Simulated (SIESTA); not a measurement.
**ZrN under changes of volume**

One of the cells (12.410 Å³/atom); the others are scaled copies at fixed shape and fractional positions:

```
Zr N
1.0
     0.00000    2.31523    2.31523
     2.31523    0.00000    2.31523
     2.31523    2.31523    0.00000
Zr N
1 1
Cartesian
  2.3152 2.3152 2.3152
  0.0000 0.0000 0.0000
```

- Program: SIESTA 5.4.2
- Functional: PBE
- Potentials or basis: PseudoDojo 0.4 standard (PBE files)
- Basis: DZP (energy shift 0.002 Ry)
- Grid cutoff: 800 Ry
- Energy shift: 0.002 Ry
- k mesh: 10 × 10 × 10
- Occupations: fermi-dirac, width 0.05 eV
- Spin: no spin polarisation

```tsv
volume (Å³/atom)	energy over the lowest point (meV/atom)	pressure (GPa)
11.437	55.26	21.6
11.680	27.81	14.8
11.924	10.00	8.7
12.410	0.00	-1.8
12.654	6.16	-6.2
12.897	?	?
```

What does the run at 12.897 Å³/atom give?

Energy over the lowest point 18.68 meV/atom; pressure -10.1 GPa.

Worked out: A Birch-Murnaghan fit of order 3 (a polynomial in V^(-2/3)) to the other rows has its minimum at 12.32 Å³/atom with B0 = V·E''(V) = 248 GPa and B' = 4.1. It gives 18.79 meV/atom at 12.897 Å³/atom, against the run's 18.68, and -dE/dV = -10.3 GPa, against -10.1.

Energies are extrapolated to zero smearing.

Caveats: semicore shells carry a single zeta, which can move pressures by several GPa and volumes by a few percent; the basis of atomic orbitals isn't converged, which shifts pressures, moduli and gaps.
